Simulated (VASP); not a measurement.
Set up this calculation in VASP 6.6.1, as the native input.

| Property | Result |
| --- | --- |
| Task | band structure |
| Functional | PBE |
| Potentials or basis | VASP PAW PBE potentials, release 54 (Zn, S) |
| Cutoff | 520 eV |
| k mesh | 8 × 8 × 3 |
| Occupations | fermi-dirac, width 0.05 eV |
| Spin | no spin polarisation |
| Further INCAR settings | ALGO = Fast; EDIFF = 1e-06 |

ZnS (Wurtzite-4H):

```xyz
8
Lattice="3.8227 0.0000 0.0000 -1.9114 3.3106 0.0000 0.0000 0.0000 12.5200" Properties=species:S:1:pos:R:3 pbc="T T T"
Zn    1.9114    1.1035    9.3900
Zn    0.0000    2.2070    3.1300
Zn    0.0000    0.0000    6.2600
Zn    0.0000    0.0000    0.0000
S     1.9114    1.1035   11.7375
S     0.0000    2.2070    5.4775
S     0.0000    0.0000    8.6075
S     0.0000    0.0000    2.3475
```

These files were run (other wordings do the same):

POSCAR

```
ZnS
1.0
    3.8227000000      0.0000000000      0.0000000000
   -1.9113500000      3.3105553110      0.0000000000
    0.0000000000      0.0000000000     12.5200000000
Zn S
4 4
Direct
    0.6666666667      0.3333333333      0.7500000000
    0.3333333333      0.6666666667      0.2500000000
    0.0000000000      0.0000000000      0.5000000000
    0.0000000000      0.0000000000      0.0000000000
    0.6666666667      0.3333333333      0.9375000000
    0.3333333333      0.6666666667      0.4375000000
    0.0000000000      0.0000000000      0.6875000000
    0.0000000000      0.0000000000      0.1875000000
```

INCAR.step1

```
PREC = Accurate ; ENCUT = 520
EDIFF = 1E-6 ; ISMEAR = -1
SIGMA = 0.05 ; LREAL = False
LASPH = True ; NELM = 60
ALGO = Fast ; ISIF = 2
LWAVE = False ; LCHARG = True
GGA = PE
```

KPOINTS.step1

```
regular mesh
0
Gamma
  8 8 3
```

INCAR.step2

```
PREC = Accurate ; ENCUT = 520
EDIFF = 1E-6 ; ISMEAR = 0
SIGMA = 0.05 ; LREAL = False
LASPH = True ; NELM = 60
ALGO = Fast ; ISIF = 2
LWAVE = False ; LCHARG = False
GGA = PE ; ICHARG = 11
```

KPOINTS.step2

```
path GMKGALHA,LM,KH
15
line-mode
reciprocal
 0.0000000000  0.0000000000  0.0000000000  G
 0.5000000000  0.0000000000  0.0000000000  M

 0.5000000000  0.0000000000  0.0000000000  M
 0.3333333333  0.3333333333  0.0000000000  K

 0.3333333333  0.3333333333  0.0000000000  K
 0.0000000000  0.0000000000  0.0000000000  G

 0.0000000000  0.0000000000  0.0000000000  G
 0.0000000000  0.0000000000  0.5000000000  A

 0.0000000000  0.0000000000  0.5000000000  A
 0.5000000000  0.0000000000  0.5000000000  L

 0.5000000000  0.0000000000  0.5000000000  L
 0.3333333333  0.3333333333  0.5000000000  H

 0.3333333333  0.3333333333  0.5000000000  H
 0.0000000000  0.0000000000  0.5000000000  A

 0.5000000000  0.0000000000  0.5000000000  L
 0.5000000000  0.0000000000  0.0000000000  M

 0.3333333333  0.3333333333  0.0000000000  K
 0.3333333333  0.3333333333  0.5000000000  H
```

Potentials or basis: VASP PAW PBE potentials, release 54 (Zn, S).

Command:

```bash
$ cat potpaw_PBE.54/Zn/POTCAR potpaw_PBE.54/S/POTCAR > POTCAR
$ cp INCAR.step1 INCAR
$ cp KPOINTS.step1 KPOINTS
$ mpirun -np 1 vasp_std > vasp.out
$ cp INCAR.step2 INCAR
$ cp KPOINTS.step2 KPOINTS
$ mpirun -np 1 vasp_std > vasp.out
```

Results of the run:

* Band gap on the k mesh: 2.13 eV, direct
* Band gap along the path: 2.13 eV, direct

Caveat: the log is that of the step along the path at fixed density, whose energy, stress, charges and moments have no meaning.

Run time: 7.8 min on 1 thread of AMD EPYC 9R45 (Zen 5), with other jobs on the host, peak memory 0.7 GiB.
